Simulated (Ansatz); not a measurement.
The equilibrium volume of W, sorted by core time

**What was measured.** The equilibrium volume of W (Tungsten) (Im-3m) is reported as 15.8 Å³/atom (arxiv:2311.02034). The runs below try to reproduce it.

```yaml
crystal:
  lattice:
    - [-1.58234, 1.58234, 1.58234]
    - [1.58234, -1.58234, 1.58234]
    - [1.58234, 1.58234, -1.58234]
  atoms:
    - { symbol: W, position: [0.00000, 0.00000, 0.00000] }
```

| rung | level | program and potentials | cutoff (eV) | k mesh | smearing | task | spin | core time | chip | equilibrium volume (Å³/atom) | miss | notes |
| --- | --- | --- | --- | --- | --- | --- | --- | --- | --- | --- | --- | --- |
| GGA | PBEsol | Ansatz, Ansatz PAW | 420 | 12 × 12 × 12 | fermi-dirac 0.05 | relaxation of cell and atoms | off | 3.1 s | Intel Xeon | 15.69 | -0.7 % | potentials made for PBE, which Ansatz adapts in part |
| GGA + dispersion | PBE+D4 | Ansatz, Ansatz PAW polarizable | 420 | 10 × 10 × 10 | fermi-dirac 0.15 | relaxation of cell and atoms | off | 3.9 s | Arm Neoverse N1 | 15.81 | +0.1 % | - |
| GGA + dispersion | RPBE+D4 | Ansatz, Ansatz PAW | 420 | 12 × 12 × 12 | fermi-dirac 0.05 | relaxation of cell and atoms | off | 6 s | Intel Xeon | 15.73 | -0.4 % | potentials made for PBE, which Ansatz adapts in part |
| GGA + dispersion | PBEsol+D3(BJ) | Ansatz, Ansatz PAW | 420 | 12 × 12 × 12 | fermi-dirac 0.05 | equation of state | off | 7.9 s | Arm Neoverse V1 | 15.32 | -3.0 % | potentials made for PBE, which Ansatz adapts in part |
| meta-GGA + dispersion | r2SCAN+D3(BJ) | Ansatz, Ansatz PAW | 500 | 12 × 12 × 12 | fermi-dirac 0.05 | relaxation of cell and atoms | off | 8.9 s | Arm Neoverse V2 | 15.76 | -0.3 % | potentials made for PBE, which Ansatz adapts in part |
| LDA | LDA | Ansatz, Ansatz PAW | 420 | 12 × 12 × 12 | fermi-dirac 0.05 | equation of state | SOC, no magnetisation | 28 s | Arm Neoverse V1 | 15.43 | -2.3 % | potentials made for PBE, which Ansatz adapts in part |
| GGA | PBE | Ansatz, Ansatz PAW (files of its older set among them) | 760 | 12 × 12 × 12 | fermi-dirac 0.05 | equation of state | off | 39 s | Arm Neoverse N1 | 16.16 | +2.3 % | - |
| hybrid | PBE0 | Ansatz, Ansatz PAW | 420 | 6 × 6 × 6 | fermi-dirac 0.05 | relaxation of cell and atoms | off | 53 s | Intel Xeon | 15.70 | -0.6 % | coarse mesh; potentials made for PBE, which Ansatz adapts in part |

Times are single runs on shared hosts and different chips, so they are rough; meshes, cutoffs and the tasks' sizes weigh on the time. Smearing widths are in eV. For a metal such meshes aren't converged. Meshes differ between rows, which moves values too. Meshes are those of the run's cell of 1 atom unless a note names another. Relaxations start from the cell shown or near it and stop with a little pressure left. Misses use the values as printed. Runs on faulty files, with rough fits or with known faults for this quantity aren't shown.

By rung: LDA 15.43; GGA 15.69 to 16.16; GGA + dispersion 15.32 to 15.81; meta-GGA + dispersion 15.76; hybrid on coarse meshes 15.70 (Å³/atom). Measured: 15.8 Å³/atom (arxiv:2311.02034). Closest, coarse meshes and atomic bases left aside, is PBE+D4 (+0.1 %), and PBE misses by +2.3 % on plain settings. The runs are for a static lattice, while measurements hold temperature and zero-point motion.

Tungsten's volume follows the familiar order of the semilocal functionals: LDA is too compact at 15.43 Å³/atom, PBEsol lies close to experiment at 15.69, and PBE is too expanded at 16.16. LDA overbinds, and PBE's stronger gradient correction favours inhomogeneous densities and so loosens the lattice, while PBEsol softens that correction for densely packed solids. Spin-orbit coupling enters the LDA row alone, so its share there can't be separated. The spread stays small because a roughly half-filled 5d band fills mainly bonding states, which makes the lattice stiff.

Dispersion adds attraction, so its benefit depends on the parent functional. It offsets PBE's expansion but takes PBEsol, already slightly compact, to 15.32, below even LDA. The close match of PBE+D4 is therefore probably a cancellation of errors rather than evidence that van der Waals forces matter in tungsten, where conduction electrons screen pairwise attraction strongly. A good volume alone doesn't establish that the bulk modulus or cohesive energy would be equally accurate.
